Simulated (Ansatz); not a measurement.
# Si7Ge: the cost of one run

Computed with Ansatz 0.2.0 (DFT r2SCAN, scalar-relativistic, plane waves, PAW, unless a step's input says otherwise).

1 further run of the same task is left out (set aside as unsound or not needed).

**1. The starting structure**

The structure is cubic, space group P-43m (No. 215). The conventional cell has a = 5.468 Å, b = 5.468 Å, c = 5.468 Å, α = 90.00°, β = 90.00°, γ = 90.00°. Si (site symmetry 3m) is surrounded by 3 Si at 2.36 Å and 1 Ge at 2.39 Å. Si (site symmetry -42m) is surrounded by 4 Si at 2.36 Å. Ge (site symmetry -43m) has 4 Si at 2.39 Å as nearest neighbours.

As a file:

```cif
data_structure
_symmetry_space_group_name_H-M 'P-43m'
_symmetry_Int_Tables_number 215
_cell_length_a 5.4680
_cell_length_b 5.4680
_cell_length_c 5.4680
_cell_angle_alpha 90.000
_cell_angle_beta 90.000
_cell_angle_gamma 90.000
_cell_volume 163.49
loop_
_atom_site_label
_atom_site_type_symbol
_atom_site_symmetry_multiplicity
_atom_site_Wyckoff_symbol
_atom_site_fract_x
_atom_site_fract_y
_atom_site_fract_z
_atom_site_occupancy
Si1 Si 4 e 0.25243 0.25243 0.25243 1
Si2 Si 3 c 0.00000 0.50000 0.50000 1
Ge1 Ge 1 a 0.00000 0.00000 0.00000 1
```

It goes back to an entry of the Materials Project, which need not be the stable form.

It is the result of an earlier relaxation at this level (volume 20.44 Å³/atom; gap on the mesh: 0.59 eV).

**2. The reference: the undisturbed cell on the scan's mesh**

The input, input.yaml:

```yaml
crystal:
  lattice:
    - [5.4679684304, 0.0, 0.0]
    - [0.0, 5.4679684304, 0.0]
    - [0.0, 0.0, 5.4679684304]
  atoms:
    - { symbol: Si, position: [0.2524307582, 0.2524307582, 0.2524307582] }
    - { symbol: Si, position: [0.0, 0.5, 0.5] }
    - { symbol: Si, position: [0.5, 0.5, 0.0] }
    - { symbol: Si, position: [0.5, 0.0, 0.5] }
    - { symbol: Si, position: [0.7475692418, 0.2524307582, 0.7475692418] }
    - { symbol: Si, position: [0.7475692418, 0.7475692418, 0.2524307582] }
    - { symbol: Si, position: [0.2524307582, 0.7475692418, 0.7475692418] }
    - { symbol: Ge, position: [0.0, 0.0, 0.0] }
basis:
  ecutwfc: 500
kpoints:
  mp_grid: { grid: [6, 6, 6] }
hamiltonian:
  xc: r2scan
scf:
  occupations: { method: gaussian, width: 0.05 }
output:
  forces: true
  stress: true
  eigenvalues: true
```

On the command line:

```bash
> ansatz run input.yaml --threads 2 --pin off --max-ram 5120MiB --backend cpu --events-out ev --progress --plain --runs-dir out
```

**Question.** How long does this run take on 2 threads of Arm Neoverse V2, shared host, and how much memory does it need?

About 8.9 s, with a peak of 0.61 GiB.
